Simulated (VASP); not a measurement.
**A VASP 6.6.1 relaxation on BN**

INCAR

```
ENCUT = 600
LCHARG = .FALSE.
NELM = 50
ISMEAR = -1
NELECT = 7.5
ISIF = 3
NSW = 40
IBRION = 2
LREAL = .FALSE.
EDIFF = 1E-7
SIGMA = 0.02
GGA = CA
PREC = Accurate
NBANDS = 11
EDIFFG = -5E-3
LWAVE = .FALSE.
LASPH = .TRUE.
```

KPOINTS

```
KPOINTS created by Atomic Simulation Environment
0
Gamma
10 10 10
0 0 0
```

POSCAR

```
B  N
 1.0000000000000000
    -0.0000000000000000    1.8122639363159465    1.8122639363159465
     1.8122639363159465    0.0000000000000000    1.8122639363159465
     1.8122639363159465    1.8122639363159465    0.0000000000000000
 B   N
   1   1
Cartesian
  0.0000000000000000 -0.0000000000000000 -0.0000000000000000
  0.9061319681579733  0.9061319681579733  0.9061319681579733
```

The recommended LDA PAW datasets give the neutral cell 8 valence electrons.

Command

```
mpirun -np 1 vasp_std
```

Q: Predict the outcome of this run.

A: It converged. Results: relaxed cell vector lengths 2.367, 2.367, 2.367 Å; relaxed cell volume 9.38 Å³.

OSZICAR

```
N       E                     dE             d eps       ncg     rms          rms(c)
DAV:   1     0.282308072691E+01    0.28231E+01   -0.44465E+03  1050   0.664E+02
DAV:   2    -0.222568142192E+02   -0.25080E+02   -0.24447E+02  1273   0.145E+02
DAV:   3    -0.226582016638E+02   -0.40139E+00   -0.40070E+00  1237   0.153E+01
DAV:   4    -0.226586436315E+02   -0.44197E-03   -0.44195E-03  1103   0.640E-01
DAV:   5    -0.226586441089E+02   -0.47743E-06   -0.47727E-06  1193   0.193E-02    0.480E+00
DAV:   6    -0.224846516686E+02    0.17399E+00   -0.73594E-01  1040   0.474E+00    0.249E+00
DAV:   7    -0.224212290437E+02    0.63423E-01   -0.84619E-02  1133   0.188E+00    0.121E+00
DAV:   8    -0.224103165526E+02    0.10912E-01   -0.18381E-02  1145   0.847E-01    0.120E-01
DAV:   9    -0.224101381012E+02    0.17845E-03   -0.29177E-03  1115   0.324E-01    0.639E-02
DAV:  10    -0.224100648376E+02    0.73264E-04   -0.55421E-04  1094   0.133E-01    0.139E-02
...
DAV:   4    -0.232645372431E+02    0.76230E-06   -0.55323E-07  1148   0.617E-03    0.185E-03
DAV:   5    -0.232645372104E+02    0.32734E-07   -0.35884E-08   532   0.133E-03
   6 F= -.23264537E+02 E0= -.23264152E+02  d E =0.646515E-05
       N       E                     dE             d eps       ncg     rms          rms(c)
DAV:   1    -0.232645756279E+02   -0.38385E-04   -0.54447E-04  1109   0.201E-01    0.301E-02
DAV:   2    -0.232645597035E+02    0.15924E-04   -0.45739E-05  1103   0.458E-02    0.984E-03
DAV:   3    -0.232645583196E+02    0.13839E-05   -0.38522E-06  1103   0.142E-02    0.298E-03
DAV:   4    -0.232645580916E+02    0.22795E-06   -0.16502E-07  1022   0.338E-03    0.101E-03
DAV:   5    -0.232645580825E+02    0.90990E-08   -0.10865E-08   520   0.749E-04
   7 F= -.23264558E+02 E0= -.23264174E+02  d E =-.144070E-04
```

Standard output (part)

```
POSCAR found type information on POSCAR B N
 POSCAR found :  2 types and       2 ions
 LDA part: xc-table for (Slater(with rela. corr.)+CA(PZ))
 , standard interpolation
 POSCAR, INCAR and KPOINTS ok, starting setup
 WAVECAR not read
 entering main loop
 the old and the new charge density differ
    0.480E+00
 curvature:   0.00 expect dE= 0.000E+00 dE for cont linesearch  0.000E+00
 search vector abs. value=  0.325E+01
 bond charge predicted
 trial-energy change:    0.802379  1 .order    1.342265   -3.249552    5.934082
 bond charge predicted
 curvature:  -0.17 expect dE=-0.409E-02 dE for cont linesearch -0.409E-02
 ZBRENT: interpolating
 opt :   0.4657  next Energy=   -23.263132 (dE=-0.853E+00)
 bond charge predicted
 curvature:  -0.15 expect dE=-0.191E-03 dE for cont linesearch -0.191E-03
 ZBRENT: interpolating
 opt :   0.4750  next Energy=   -23.264541 (dE=-0.854E+00)
 bond charge predicted
 curvature:  -0.19 expect dE=-0.136E-04 dE for cont linesearch -0.136E-04
 ZBRENT: accuracy reached
 search vector abs. value=  0.711E-04
 bond charge predicted
 bond charge predicted
 curvature:  -0.20 expect dE=-0.643E-10 dE for cont linesearch -0.643E-10
 trial: gam=-0.00211 g(F)=  0.460E-49 g(S)=  0.317E-09 ort = 0.150E-06 (trialstep = 0.797E+00)
 search vector abs. value=  0.100E-09
 reached required accuracy - stopping structural energy minimisation
```

```
ionic step  ΔE (meV/atom)  volume (Å³)  largest force (eV/Å)  pressure (GPa)  electronic steps
         1            0.0        11.90                 0.000          -90.19                12
         2          401.2         7.01                 0.000          279.52                 9
         3         -424.8         9.54                 0.000           -9.59                 8
         4         -427.1         9.41                 0.000           -2.29                 6
         5         -427.2         9.37                 0.000            0.54                 6
         6         -427.2         9.39                 0.000           -0.65                 5
         7         -427.2         9.38                 0.000            0.00                 5
```

The cell is charged and sits in a uniform background. The volume moved far on the plane waves of the start cell, so a restart from CONTCAR is due.

For comparison, a separate LDA relaxation on usual settings, not on those above, ends at 11.50 Å³.
